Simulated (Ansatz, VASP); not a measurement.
Nb: VASP and Ansatz over several settings

```xyz
1
Lattice="-1.6640 1.6640 1.6640 1.6640 -1.6640 1.6640 1.6640 1.6640 -1.6640" Properties=species:S:1:pos:R:3 pbc="T T T"
Nb    0.0000    0.0000    0.0000
```

Single points on this cell with VASP 6.6.1 and Ansatz 0.2.0. Each row is one pair of runs. Alike in all rows: spin: off; k mesh: 11 × 11 × 11.

| level | smearing | VASP's potentials, cutoff | Ansatz's potentials, cutoff | gap on the k mesh at the Fermi level (eV), VASP | gap on the k mesh at the Fermi level (eV), Ansatz | pressure (GPa), VASP | pressure (GPa), Ansatz |
| --- | --- | --- | --- | --- | --- | --- | --- |
| PBE | fermi-dirac, width 0.05 eV | VASP PAW PBE potentials, release 64 (Nb_sv), 520 eV | Ansatz PAW earlier set, 708 eV | none | none | -2.3 | -2.0 |
| PBE | fermi-dirac, width 0.05 eV | VASP PAW PBE potentials, release 64 (Nb_sv), 520 eV | Ansatz PAW, 420 eV | none | none | -2.3 | -2.0 |
| LDA | gaussian, width 0.1 eV | VASP PAW LDA potentials, release 64 (Nb_sv_GW), 550 eV | Ansatz PAW, 420 eV | none | none | -12.3 | -11.5 |
| LDA | gaussian, width 0.1 eV | VASP PAW LDA potentials, release 54 (Nb_sv), 520 eV | Ansatz PAW, 420 eV | none | none | -11.7 | -11.5 |
| PBE | gaussian, width 0.05 eV | VASP PAW PBE potentials, release 64 (Nb_sv_GW), 550 eV | Ansatz PAW, 420 eV | none | none | -2.9 | -1.8 |
| PBE | gaussian, width 0.028 eV | VASP PAW PBE potentials, release 64 (Nb_sv), 520 eV | Ansatz PAW, 420 eV | none | none | -2.1 | -1.7 |
| PBEsol | fermi-dirac, width 0.05 eV | VASP PAW PBE potentials, release 64 (Nb_sv), 520 eV | Ansatz PAW, 420 eV | none | none | -8.1 | -7.8 |

Pressure (GPa): the two programs differ by at most 1.05.

A gap of «none» marks a metal or a gap that the smearing closes.

Caveats: the PAW data sets were made with another functional, which shifts forces and pressure a little (VASP); the PAW data sets come from PBE, with cores solved anew for the run's functional, which leaves a small shift of forces and pressure (Ansatz).
